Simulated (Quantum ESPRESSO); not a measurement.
The system is SiO2.

```
Si O
1.0
     5.06052    0.00000    0.00000
    -2.53026    4.38254    0.00000
     0.00000    0.00000    5.54135
Si O
3 6
Direct
  0.50000 0.00000 0.00000
  0.50000 0.50000 0.66667
  0.00000 0.50000 0.33333
  0.20861 0.79139 0.16667
  0.20861 0.41721 0.50000
  0.41721 0.20861 0.83333
  0.79139 0.20861 0.16667
  0.79139 0.58279 0.50000
  0.58279 0.79139 0.83333
```

The cell comes from a database or a generator and needn't be the stable form of this composition.

```yaml
Program: Quantum ESPRESSO 7.5
Task: single point
Functional: PBE
Potentials_or_basis: SSSP 1.3 efficiency PBE
Cutoff: 748 eV
Density_cutoff: 5987 eV
k_mesh: 6 × 6 × 5
Occupations: fermi-dirac, width 0.05 eV
Spin: no spin polarisation
```

On this cell: pressure 5.4 GPa; largest force 0.267 eV/Å; band gap on the k mesh 5.72 eV, indirect (least direct gap 5.91 eV).

The same run follows on a disturbed copy (atoms moved at random, drawn with an rms of 0.05 Å):

```
Si O
1.0
     5.06052    0.00000    0.00000
    -2.53026    4.38254    0.00000
     0.00000    0.00000    5.54135
Si O
3 6
Direct
  0.50288 0.99675 0.99721
  0.50824 0.50280 0.66394
  0.00324 0.50177 0.33642
  0.20755 0.77955 0.17453
  0.20682 0.41507 0.50556
  0.41730 0.21100 0.82770
  0.80260 0.21799 0.15824
  0.77796 0.59101 0.49798
  0.58761 0.79657 0.82894
```

Q: What does the disturbed cell give?

A: The energy moves by +47.4 meV/atom; pressure 6.4 GPa; largest force 5.633 eV/Å; band gap on the k mesh 5.64 eV, indirect (least direct gap 5.85 eV).

Forces in eV/Å, atoms in the order of the input:
```
Si  -1.141  0.778  0.771
Si  -3.195 -0.609  1.831
Si  -1.281 -1.455  1.531
O    1.123  3.219 -2.232
O   -0.627 -0.236  0.005
O    0.611 -1.427  1.263
O   -0.429 -0.711  0.047
O    4.591  0.600 -3.208
O    0.348 -0.158 -0.008
```

Stress tensor (GPa, compression positive):
```
 5.20  1.67 -2.93
 1.67  7.18 -2.38
-2.93 -2.38  6.73
```

Caveats: an odd mesh through Γ misses points on the zone boundary, where band edges often lie.
